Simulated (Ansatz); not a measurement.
Crystal: HfO2.

```xyz
12
Lattice="5.1180 0.0000 0.0000 0.0000 5.1857 0.0000 -0.8587 0.0000 5.2139" Properties=species:S:1:pos:R:3 pbc="T T T"
Hf    0.8021    2.3870    3.6914
Hf    3.0279    4.9798    4.1294
Hf    3.4573    2.7987    1.5224
Hf    1.2314    0.2059    1.0845
O    -0.3473    0.8733    4.4146
O     4.1773    3.4661    3.4062
O     4.6066    4.3124    0.7993
O     0.0821    1.7196    1.8076
O     1.4549    3.8473    5.1101
O     2.3751    1.2544    2.7107
O     2.8045    1.3384    0.1038
O     1.8842    3.9313    2.5032
```

```yaml
Program: Ansatz 0.2.0
Task: relaxation of cell and atoms
Functional: PBEsol
Potentials_or_basis: Ansatz PAW
Cutoff: "420 eV (not typed: the program's choice for these potentials)"
k_mesh: 5 × 5 × 5
Occupations: fermi-dirac, width 0.05 eV
Spin: no spin polarisation
```

At the start: volume 11.53 Å³/atom.

Where does the relaxation end?

It ends after 10 steps and the volume is 11.42 Å³/atom (-0.9 %); space group P2_1/c (No. 14, to 0.05 Å).

Step by step:
| step | energy change (eV) | largest force (eV/Å) | volume (Å³) |
| --- | --- | --- | --- |
| 1 | 0.0000 | 0.4473 | 138.38 |
| 2 | -0.0230 | 0.2232 | 136.93 |
| 3 | -0.0410 | 0.0639 | 137.23 |
| 4 | -0.0420 | 0.0468 | 137.27 |
| 5 | -0.0429 | 0.0511 | 137.28 |
| 6 | -0.0440 | 0.0254 | 137.12 |
| 7 | -0.0440 | 0.0021 | 137.15 |
| 8 | -0.0377 | 0.0019 | 137.15 |
| 9 | -0.0380 | 0.0010 | 137.10 |
| 10 | -0.0377 | 0.0011 | 137.10 |

Final structure:
```
Hf O
1.0
     5.09590    0.00000   -0.01273
     0.00000    5.17680    0.00000
    -0.86792    0.00000    5.19918
Hf O
4 8
Direct
  0.27715 0.45703 0.70817
  0.72285 0.95703 0.79183
  0.72285 0.54297 0.29183
  0.27715 0.04297 0.20817
  0.07115 0.16280 0.84099
  0.92885 0.66280 0.65901
  0.92885 0.83720 0.15901
  0.07115 0.33720 0.34099
  0.44715 0.74183 0.97997
  0.55285 0.24183 0.52003
  0.55285 0.25817 0.02003
  0.44715 0.75817 0.47997
```

Caveat: the plane-wave basis is chosen anew once the cell has moved, so the energies of steps on either side of that aren't comparable; the pressure holds a Pulay correction of +0.8 GPa for the finite cutoff; the PAW data sets come from PBE, with cores solved anew for the run's functional, which leaves a small shift of forces and pressure.
